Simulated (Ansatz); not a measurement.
# SnO2: the cost of one run

Computed with Ansatz 0.2.0 (reference: DFT, HSE06, plane waves, PAW, unless a step's input says otherwise).

1 further run of the same task is left out (for a known fault of the program).

## Step 1: Starting point

Symmetry: I4_1/amd, No. 141, tetragonal system. The conventional cell has a = 3.999 Å, b = 3.999 Å, c = 10.203 Å, α = 90.00°, β = 90.00°, γ = 90.00°. Sn (site symmetry -4m2) has 6 O at 2.05 to 2.08 Å as nearest neighbours. O (site symmetry 2mm) is surrounded by 3 Sn at 2.05 to 2.08 Å.

As a file:

```
CELL_PARAMETERS angstrom
-1.99964 1.99964 5.10125
1.99964 -1.99964 5.10125
1.99964 1.99964 -5.10125
ATOMIC_POSITIONS crystal
Sn 0.75000 0.25000 0.50000
Sn 0.00000 0.00000 0.00000
O 0.79634 0.79634 0.00000
O 0.95366 0.45366 0.50000
O 0.20366 0.20366 0.00000
O 0.54634 0.04634 0.50000
```

## Step 2: Reference

Input file input.yaml:

```yaml
crystal:
  lattice:
    - [-1.9996377243, 1.9996377243, 5.1012500209]
    - [1.9996377243, -1.9996377243, 5.1012500209]
    - [1.9996377243, 1.9996377243, -5.1012500209]
  atoms:
    - { symbol: Sn, position: [0.75, 0.25, 0.5] }
    - { symbol: Sn, position: [0.0, 0.0, 0.0] }
    - { symbol: O, position: [0.7963395984, 0.7963395984, 0.0] }
    - { symbol: O, position: [0.9536604016, 0.4536604016, 0.5] }
    - { symbol: O, position: [0.2036604016, 0.2036604016, 0.0] }
    - { symbol: O, position: [0.5463395984, 0.0463395984, 0.5] }
kpoints:
  mp_grid: { grid: [4, 4, 4] }
hamiltonian:
  xc: hse06
scf:
  occupations: { method: fixed }
  n_extra_bands: 5
output:
  forces: true
  stress: true
  eigenvalues: true
```

Started as:

```
$ ansatz run input.yaml --threads 4 --pin off --max-ram 4608MiB --backend cpu --events-out ev --progress --plain --runs-dir out
```

Q: Estimate wall time and peak memory on 4 threads of Intel Xeon at 2.50GHz (Skylake/Cascade Lake), shared host.

About 49 s, with a peak of 1.3 GiB.
